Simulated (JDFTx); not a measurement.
Write the native input for JDFTx 1.7.0 (patched build) that does the following.

- Task: band structure
- Functional: PBE
- Potentials or basis: PseudoDojo-FR-PBE-0.4-standard with smoothed tails
- Cutoff: 1116 eV
- Density cutoff: 4463 eV
- k mesh: 12 × 12 × 12
- Occupations: fermi-dirac, width 0.05 eV
- Spin: spin-orbit coupling, no magnetisation
- Band ratio of the Davidson solver: 1.3
- Local potential set to -Z/r beyond: 6 bohr
- Bands: 30
- Density cutoff over wavefunction cutoff: 4
- Max SCF steps: 30
- SCF threshold on the energy: 1e-06 Ha
- Solver of the electrons: minimize
- Further solve for the empty bands: no
- Start: density of an earlier self-consistent run, held fixed
- Path: G-X-W-K-G-L-U-W-L-K-U-X

Pd:

```xyz
1
Lattice="0.0000 1.9465 1.9465 1.9465 0.0000 1.9465 1.9465 1.9465 0.0000" Properties=species:S:1:pos:R:3 pbc="T T T"
Pd    0.0000    0.0000    0.0000
```

The input as run:

bands.in

```
include Pd.lattice
coords-type Lattice
include Pd.ionpos

ion-species pseudo/Pd.upf
elec-cutoff 41
elec-ex-corr gga-PBE
elec-smearing Fermi 0.0018374661
elec-n-bands 30
spintype spin-orbit
electronic-minimize nIterations 30 energyDiffThreshold 1e-06
davidson-band-ratio 1.3
forces-output-coords Cartesian
include path.kpoints
symmetries none
fix-electron-density run.$VAR

dump-name bands.$VAR
dump End Ecomponents EigStats BandEigs Kpoints Forces
```

Pd.lattice

```
lattice \
    0.0000000000     3.6783519016     3.6783519016 \
    3.6783519016     0.0000000000     3.6783519016 \
    3.6783519016     3.6783519016     0.0000000000
```

Pd.ionpos

```
ion Pd     0.0000000000     0.0000000000     0.0000000000 1
```

path.kpoints

```
kpoint +0.0000000000 +0.0000000000 +0.0000000000 0.020000000000
kpoint +0.0714285714 +0.0000000000 +0.0714285714 0.020000000000
kpoint +0.1428571429 +0.0000000000 +0.1428571429 0.020000000000
kpoint +0.2142857143 +0.0000000000 +0.2142857143 0.020000000000
kpoint +0.2857142857 +0.0000000000 +0.2857142857 0.020000000000
kpoint +0.3571428571 +0.0000000000 +0.3571428571 0.020000000000
kpoint +0.4285714286 +0.0000000000 +0.4285714286 0.020000000000
kpoint +0.5000000000 +0.0000000000 +0.5000000000 0.020000000000
kpoint +0.5000000000 +0.0833333333 +0.5833333333 0.020000000000
kpoint +0.5000000000 +0.1666666667 +0.6666666667 0.020000000000
kpoint +0.5000000000 +0.2500000000 +0.7500000000 0.020000000000
kpoint +0.4375000000 +0.3125000000 +0.7500000000 0.020000000000
kpoint +0.3750000000 +0.3750000000 +0.7500000000 0.020000000000
kpoint +0.3281250000 +0.3281250000 +0.6562500000 0.020000000000
kpoint +0.2812500000 +0.2812500000 +0.5625000000 0.020000000000
kpoint +0.2343750000 +0.2343750000 +0.4687500000 0.020000000000
kpoint +0.1875000000 +0.1875000000 +0.3750000000 0.020000000000
kpoint +0.1406250000 +0.1406250000 +0.2812500000 0.020000000000
kpoint +0.0937500000 +0.0937500000 +0.1875000000 0.020000000000
kpoint +0.0468750000 +0.0468750000 +0.0937500000 0.020000000000
kpoint +0.0000000000 +0.0000000000 +0.0000000000 0.020000000000
kpoint +0.0833333333 +0.0833333333 +0.0833333333 0.020000000000
kpoint +0.1666666667 +0.1666666667 +0.1666666667 0.020000000000
kpoint +0.2500000000 +0.2500000000 +0.2500000000 0.020000000000
kpoint +0.3333333333 +0.3333333333 +0.3333333333 0.020000000000
kpoint +0.4166666667 +0.4166666667 +0.4166666667 0.020000000000
kpoint +0.5000000000 +0.5000000000 +0.5000000000 0.020000000000
kpoint +0.5250000000 +0.4500000000 +0.5250000000 0.020000000000
kpoint +0.5500000000 +0.4000000000 +0.5500000000 0.020000000000
kpoint +0.5750000000 +0.3500000000 +0.5750000000 0.020000000000
kpoint +0.6000000000 +0.3000000000 +0.6000000000 0.020000000000
kpoint +0.6250000000 +0.2500000000 +0.6250000000 0.020000000000
kpoint +0.5625000000 +0.2500000000 +0.6875000000 0.020000000000
kpoint +0.5000000000 +0.2500000000 +0.7500000000 0.020000000000
kpoint +0.5000000000 +0.2916666667 +0.7083333333 0.020000000000
kpoint +0.5000000000 +0.3333333333 +0.6666666667 0.020000000000
kpoint +0.5000000000 +0.3750000000 +0.6250000000 0.020000000000
kpoint +0.5000000000 +0.4166666667 +0.5833333333 0.020000000000
kpoint +0.5000000000 +0.4583333333 +0.5416666667 0.020000000000
kpoint +0.5000000000 +0.5000000000 +0.5000000000 0.020000000000
kpoint +0.4791666667 +0.4791666667 +0.5416666667 0.020000000000
kpoint +0.4583333333 +0.4583333333 +0.5833333333 0.020000000000
kpoint +0.4375000000 +0.4375000000 +0.6250000000 0.020000000000
kpoint +0.4166666667 +0.4166666667 +0.6666666667 0.020000000000
kpoint +0.3958333333 +0.3958333333 +0.7083333333 0.020000000000
kpoint +0.3750000000 +0.3750000000 +0.7500000000 0.020000000000
kpoint +0.6250000000 +0.2500000000 +0.6250000000 0.020000000000
kpoint +0.5833333333 +0.1666666667 +0.5833333333 0.020000000000
kpoint +0.5416666667 +0.0833333333 +0.5416666667 0.020000000000
kpoint +0.5000000000 +0.0000000000 +0.5000000000 0.020000000000
```

Potentials or basis: PseudoDojo-FR-PBE-0.4-standard with smoothed tails.

Launch:

```console
$ jdftx -c 1 -i bands.in -o bands.out
```

Results of the run:

```yaml
Band_gap_along_the_path: none (metal or under the smearing width)
```

It took 22 s on 1 thread of Arm Neoverse V2, with other jobs on the host, peak memory 0.1 GiB.
